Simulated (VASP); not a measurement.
Wanted: the native input for a VASP 6.6.1 run.

- Task: single point
- Functional: PBEsol
- Potentials or basis: VASP PAW PBE potentials, release 64 (Al, Pt)
- Cutoff: 520 eV
- k mesh: 12 × 12 × 12
- Occupations: gaussian, width 0.15 eV
- Spin: no spin polarisation
- Dipole correction: no
- Further INCAR settings: ALGO = Fast; EDIFF = 1e-06; NBANDS = 14

The structure of AlPt lies in POSCAR:

```
AlPt
1.0
    3.0623101430      0.0000023728      0.0000021184
    0.0000023728      3.0594391691      0.0000408004
    0.0000021184      0.0000408004      3.0599310528
Al Pt
1 1
Direct
    0.0000001012      0.0000015934      0.0000014291
    0.4999998988      0.4999984066      0.4999985709
```

Measurements of this composition are mostly on another form, of space group No. 198.

The cell isn't the ideal one: all atoms moved at random, sigma 0.15 Å a component; relaxed back.

One way to write it, as run:

INCAR

```
ALGO = Fast
EDIFF = 1E-6
ENCUT = 520
GGA = PS
ISIF = 2
ISMEAR = 0
LASPH = True
LCHARG = False
LREAL = False
LWAVE = False
NBANDS = 14
NELM = 100
PREC = Accurate
SIGMA = 0.15
```

KPOINTS

```
k-points
0
Gamma
  12 12 12
```

Potentials or basis: VASP PAW PBE potentials, release 64 (Al, Pt).

Run with:

```sh
$ cat potpaw_PBE.64/Al/POTCAR potpaw_PBE.64/Pt/POTCAR > POTCAR
$ mpirun -np 1 vasp_std > vasp.out
```

Results of the run:

- Pressure: 0.0 GPa
- Band gap on the k mesh: none (metal or under the smearing width)

Caveat: the PAW data sets were made with another functional, which shifts forces and pressure a little.

Run time: 39 s on 1 thread of Intel(R) Xeon(R) 6975P-C (Granite Rapids), on a shared host, peak memory 0.32 GiB.
